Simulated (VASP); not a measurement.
# Cu2O (Pn-3m) in VASP: relaxation of cell and atoms with LDA

Aim: the relaxation of cell and atoms of Cu2O with LDA.

Program: VASP 6.6.1. These are calculated values, not measurements. Logs are shortened: lines on timing, memory, paths and dates and some standing lists are left out, and cuts for length are marked.

## 1. Starting point

The structure is cubic, space group Pn-3m (No. 224). The conventional cell has a = 4.260 Å, b = 4.260 Å, c = 4.260 Å, α = 90.00°, β = 90.00°, γ = 90.00°. Around Cu (site symmetry -3m) lie 2 O at 1.84 Å. O (site symmetry -43m) is surrounded by 4 Cu at 1.84 Å.

## 2. Relaxation of cell and atoms, LDA

Input file INCAR:

```
SYSTEM = Cu2O
ALGO = Normal
EDIFF = 1E-6
EDIFFG = -0.01
ENCUT = 600
IBRION = 2
ISIF = 3
ISMEAR = -1
LASPH = .TRUE.
LCHARG = .FALSE.
LREAL = .FALSE.
LWAVE = .FALSE.
NELM = 80
NSW = 60
PREC = Accurate
SIGMA = 0.05
```

Input file KPOINTS:

```
k-points
0
G
  8 8 8
  0 0 0
```

Input file POSCAR:

```
Cu2O
1.0
    4.2600000000      0.0000000000      0.0000000000
    0.0000000000      4.2600000000      0.0000000000
    0.0000000000      0.0000000000      4.2600000000
Cu O
4 2
Direct
    0.2500000000      0.2500000000      0.2500000000
    0.2500000000      0.7500000000      0.7500000000
    0.7500000000      0.7500000000      0.2500000000
    0.7500000000      0.2500000000      0.7500000000
    0.0000000000      0.0000000000      0.0000000000
    0.5000000000      0.5000000000      0.5000000000
```

Potentials or basis: VASP PAW LDA potentials, release 64 (Cu, O).

On the command line:

```bash
$ cat potpaw_LDA.64/Cu/POTCAR potpaw_LDA.64/O/POTCAR > POTCAR
$ mpirun -np 1 vasp_std > vasp.out
```

OUTCAR:

```text
SYSTEM = Cu2O
   EDIFF = 1E-6
   EDIFFG = -0.01
   ENCUT = 600
   IBRION = 2
   ISIF = 3
   ISMEAR = -1
   LASPH = .TRUE.
   LREAL = .FALSE.
   NELM = 80
   NSW = 60
   PREC = Accurate

 ion  position               nearest neighbor table
   1  0.250  0.250  0.250-   5 1.84   6 1.84
   2  0.250  0.750  0.750-   5 1.84   6 1.84
   3  0.750  0.750  0.250-   5 1.84   6 1.84
   4  0.750  0.250  0.750-   5 1.84   6 1.84
   5  0.000  0.000  0.000-   1 1.84   2 1.84   3 1.84   4 1.84
   6  0.500  0.500  0.500-   1 1.84   2 1.84   3 1.84   4 1.84

  LATTYP: Found a simple cubic cell.
 ALAT       =     4.2600000000

  Lattice vectors:

 A1 = (   4.2600000000,   0.0000000000,   0.0000000000)
 A2 = (   0.0000000000,   4.2600000000,   0.0000000000)
 A3 = (   0.0000000000,   0.0000000000,   4.2600000000)

Analysis of symmetry for initial positions (statically):
=====================================================================
 Subroutine PRICEL returns:
 Original cell was already a primitive cell.

 Routine SETGRP: Setting up the symmetry group for a
 simple cubic supercell.

 Subroutine GETGRP returns: Found 48 space group operations
 (whereof 24 operations were pure point group operations)
 out of a pool of 48 trial point group operations.

The static configuration has the point symmetry T_d .
 The point group associated with its full space group is O_h .

Analysis of symmetry for dynamics (positions and initial velocities):
=====================================================================
 Subroutine PRICEL returns:
 Original cell was already a primitive cell.

 Routine SETGRP: Setting up the symmetry group for a
 simple cubic supercell.

 Subroutine GETGRP returns: Found 48 space group operations
 (whereof 24 operations were pure point group operations)
 out of a pool of 48 trial point group operations.

The dynamic configuration has the point symmetry T_d .
 The point group associated with its full space group is O_h .

 Subroutine INISYM returns: Found 48 space group operations
 (whereof 24 operations are pure point group operations),
 and found     1 'primitive' translations

----------------------------------------------------------------------------------------

                                     Primitive cell

  volume of cell :      77.3088

  direct lattice vectors                    reciprocal lattice vectors
[... 105 lines left out ...]
   PSTRESS=    0.0 pullay stress
   NELECT =      56.0000    total number of electrons
   NUPDOWN=      -1.0000    fix difference up-down
   EMIN   =  10.00;   EMAX   =-10.00  energy-range for DOS
   EFERMI =   0.00;   METHOD = LEGACY
   ISMEAR =    -1;   SIGMA  =   0.05  broadening in eV -4-tet -1-fermi 0-gaus
   EFERMI_NEDOS =   21; number of points for ismear=-14 and -15
   IALGO  =     38    algorithm
   IMIX   =      4    mixing-type and parameters
     AMIX     =   0.40;   BMIX     =  1.00
     AMIX_MAG =   1.60;   BMIX_MAG =  1.00
  volume/ion in A,a.u.               =      12.88        86.95
  Fermi-wavevector in a.u.,A,eV,Ry     =   1.470261  2.778391 29.411289  2.161669
  Thomas-Fermi vector in A             =   2.585540
   LORBIT       =      0    0 simple, 1 ext, 2 COOP (PROOUT), +10 PAW based schemes
   GGA     = CA    functional components
   LHFCALC =     F    Hartree Fock is set to
   AEXX    =    0.0000 exact exchange contribution
   IVDW    =     0    specifies the selected vdW correction
   LEPSILON=     F    determine dielectric tensor
   LRPA    =     F    only Hartree local field effects (RPA)
 conjugate gradient relaxation of ions
 non-spin polarized calculation
  energy-cutoff  :      600.00
  volume of cell :       77.31
 maximum number of plane-waves:      2612
 NGX is ok and might be reduce to    36
   NGX = 17   NGY = 17   NGZ = 17

--------------------------------------- Ionic step        1  -------------------------------------------

 number of electron      55.9999977 magnetization

 Free energy of the ion-electron system (eV)
  ---------------------------------------------------
  ext. energy  EPLUGINS =         0.00000000
  ---------------------------------------------------
  free energy    TOTEN  =       -32.49998814 eV

  energy without entropy =      -32.49993382  energy(sigma->0) =      -32.49996098

------------------------ aborting loop because EDIFF is reached ----------------------------------------

  FORCE on cell =-STRESS in cart. coord.  units (eV):
  Direction    XX          YY          ZZ          XY          YZ          ZX
  --------------------------------------------------------------------------------------
  -------------------------------------------------------------------------------------
  Total       -3.6237001     -3.6237001     -3.6237001     -0.0000000     -0.0000000      0.0000000
  in kB      -75.0989798    -75.0989798    -75.0989798     -0.0000000     -0.0000000      0.0000000
  external PRESSURE =     -75.0989798 kB  Pullay stress =       0.0000000 kB
[... 67 lines left out ...]
--------------------------------------- Ionic step        3  -------------------------------------------

 number of electron      56.0000068 magnetization

 Free energy of the ion-electron system (eV)
  ---------------------------------------------------
  ext. energy  EPLUGINS =         0.00000000
  ---------------------------------------------------
  free energy    TOTEN  =       -32.60958227 eV

  energy without entropy =      -32.60956841  energy(sigma->0) =      -32.60957534

 E-fermi :   5.5322     XC(G=0): -11.8179

 val. band max:        5.1320119893   @ k =   0.0000   0.0000   0.0000
 cond. band min:       5.8266149955   @ k =   0.0000   0.0000   0.0000
 fundamental gap:      0.6946030062
 Fermi energy:         5.5322156082

 k-point     1 :       0.0000    0.0000    0.0000
  band No.  band energies     occupation
      1     -15.2102      2.00000
      2     -14.3003      2.00000
      3      -2.6765      2.00000
      4      -2.6765      2.00000
      5      -2.6765      2.00000
      6      -0.1193      2.00000
[... 853 lines left out ...]
     32       9.0885      0.00000
     33      11.1290      0.00000

 [... further k-points ...]

------------------------ aborting loop because EDIFF is reached ----------------------------------------

  FORCE on cell =-STRESS in cart. coord.  units (eV):
  Direction    XX          YY          ZZ          XY          YZ          ZX
  --------------------------------------------------------------------------------------
  -------------------------------------------------------------------------------------
  Total       -0.0224487     -0.0224487     -0.0224487      0.0000000     -0.0000000      0.0000000
  in kB       -0.4934573     -0.4934573     -0.4934573      0.0000000     -0.0000000      0.0000000
  external PRESSURE =      -0.4934573 kB  Pullay stress =       0.0000000 kB
[... 21 lines left out ...]
  FREE ENERGIE OF THE ION-ELECTRON SYSTEM (eV)
  ---------------------------------------------------
  free  energy   TOTEN  =       -32.6095822712 eV

  energy  without entropy=      -32.6095684106  energy(sigma->0) =      -32.60957534

 reached required accuracy - stopping structural energy minimisation
```

OSZICAR:

```text
N       E                     dE             d eps       ncg     rms          rms(c)
DAV:   1     0.547873295213E+03    0.54787E+03   -0.27925E+04  2310   0.303E+03
[... 32 lines left out ...]
DAV:   3    -0.326430619389E+02    0.25554E+00   -0.15434E+00  2914   0.273E+01    0.136E+00
DAV:   4    -0.326195953517E+02    0.23467E-01   -0.34943E-02  3457   0.389E+00    0.692E-01
DAV:   5    -0.326104900778E+02    0.91053E-02   -0.18066E-02  4046   0.276E+00    0.221E-01
DAV:   6    -0.326095452338E+02    0.94484E-03   -0.56510E-03  3805   0.100E+00    0.370E-02
DAV:   7    -0.326095838385E+02   -0.38605E-04   -0.51575E-04  3222   0.159E-01    0.205E-02
DAV:   8    -0.326095823926E+02    0.14459E-05   -0.23434E-05  3210   0.586E-02    0.456E-03
DAV:   9    -0.326095822712E+02    0.12136E-06   -0.12845E-06  1409   0.204E-02
   3 F= -.32609582E+02 E0= -.32609575E+02  d E =-.109594E+00
```

CONTCAR:

```text
Cu2O
   1.00000000000000
     4.1771908519562198    0.0000000000000000    0.0000000000000000
    -0.0000000000000000    4.1771908519562198   -0.0000000000000000
     0.0000000000000000   -0.0000000000000000    4.1771908519562198
  Cu              O
     4     2
Direct
     0.2500000000000000    0.2500000000000000    0.2500000000000000
     0.2500000000000000    0.7500000000000000    0.7500000000000000
     0.7500000000000000    0.7500000000000000    0.2500000000000000
     0.7500000000000000    0.2500000000000000    0.7500000000000000
     0.0000000000000000    0.0000000000000000    0.0000000000000000
     0.5000000000000000    0.5000000000000000    0.5000000000000000

  0.00000000E+00  0.00000000E+00  0.00000000E+00
  0.00000000E+00  0.00000000E+00  0.00000000E+00
  0.00000000E+00  0.00000000E+00  0.00000000E+00
  0.00000000E+00  0.00000000E+00  0.00000000E+00
  0.00000000E+00  0.00000000E+00  0.00000000E+00
  0.00000000E+00  0.00000000E+00  0.00000000E+00
```

It took 100 s on 1 thread of Intel Xeon 6975P-C (Granite Rapids), shared host; peak memory 0.23 GiB.

What came out:

- Free energy: -32.6096 eV
- Relaxed volume: 12.15 Å³/atom
- Relaxed cell: a = 4.177 Å, b = 4.177 Å, c = 4.177 Å, α = 90.00°, β = 90.00°, γ = 90.00°
- Space group after relaxing (to 0.05 Å): Pn-3m (No. 224)
- Energy gained by relaxing: 18.3 meV/atom
- Ionic steps: 3
- Pressure after relaxing: 0.0 GPa
- Band gap on the k mesh: 0.69 eV, direct

The path:
```tsv
step	energy change (eV)	largest force (eV/Å)	pressure (GPa)	volume (Å³)
1	0.0000	0.0000	-7.51	77.31
2	-0.0794	0.0000	4.65	70.75
3	-0.1096	0.0000	-0.05	72.89
```

Final structure:
```
CELL_PARAMETERS angstrom
4.17719 0.00000 0.00000
0.00000 4.17719 0.00000
0.00000 0.00000 4.17719
ATOMIC_POSITIONS crystal
Cu 0.25000 0.25000 0.25000
Cu 0.25000 0.75000 0.75000
Cu 0.75000 0.75000 0.25000
Cu 0.75000 0.25000 0.75000
O 0.00000 0.00000 0.00000
O 0.50000 0.50000 0.50000
```

Levels at points of the mesh, in eV from the valence-band top:
```
           k point  band 26  band 27  band 28  band 29  band 30  band 31
(0.00, 0.00, 0.00)     0.00     0.00     0.00     0.69     1.03     1.03
(0.50, 0.00, 0.00)    -1.29    -0.45    -0.45     2.43     2.43     4.21
(0.50, 0.50, 0.00)    -1.31    -0.73    -0.73     1.95     1.95     3.98
(0.50, 0.50, 0.50)    -0.62    -0.62    -0.62     2.37     2.37     2.37
```

A k mesh can miss the band edges. LDA usually gives volumes a few per cent too small.
